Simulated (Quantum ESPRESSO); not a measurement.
Runs of Quantum ESPRESSO 7.5 on MoSe2. Symmetry: P6_3/mmc, No. 194, hexagonal system. Conventional cell: a = 3.288 Å, b = 3.288 Å, c = 12.900 Å, α = 90.00°, β = 90.00°, γ = 120.00°. Mo (site symmetry -6m2) is surrounded by 6 Se at 2.49 Å. Se (site symmetry 3m) has 3 Mo at 2.49 Å as nearest neighbours. 

```csv
task,level,cell,k mesh,most ionic steps,forc conv thr,etot conv thr,ion dynamics,cell dynamics,mesh quality,gap on the mesh (eV),pressure (GPa),largest force (eV/Å)
relaxation of cell and atoms,PBEint,relaxed to 0.3 kbar,6 × 6 × 1,40,0.0004 Ry/bohr,1e-05 Ry,bfgs,bfgs,coarse,(b),0.2,-
band structure,HLE16,as given,9 × 9 × 2,-,-,-,-,-,not flagged,(a),-15.2,2.12
band structure,WC,as given,9 × 9 × 2,-,-,-,-,-,not flagged,(c),3.9,0.87
relaxation of cell and atoms,BP86,relaxed to 0.3 kbar,6 × 6 × 1,40,0.0004 Ry/bohr,1e-05 Ry,bfgs,bfgs,coarse,1.12,0.3,-
```

Alike in all rows: potentials or basis PseudoDojo 0.4.1 SR PBE standard; no spin polarisation; cutoff (eV) 1170; smearing fermi-dirac 0.05 eV.

Problem. Estimate the missing entries.

Solution. (a) 1.01; (b) 1.16; (c) 0.87.

Caveats: some runs use coarse meshes; the potentials were made for another functional, which shifts forces and pressure; an odd mesh through Γ misses points on the zone boundary, where band edges often lie (some runs); the cell's inner coordinates are idealised or old, which leaves forces on the atoms (some runs); the potentials were made for a functional far from this one (some runs); so large a pressure means that the cell lies far from this level's equilibrium, or that cutoff or potentials fall short (some runs); this functional lacks dispersion, which binds the layers, so the pressure and a relaxed spacing across them are unreliable (some runs).

A k mesh can miss the band edges, and the runs leave out spin-orbit coupling on Mo, Se.
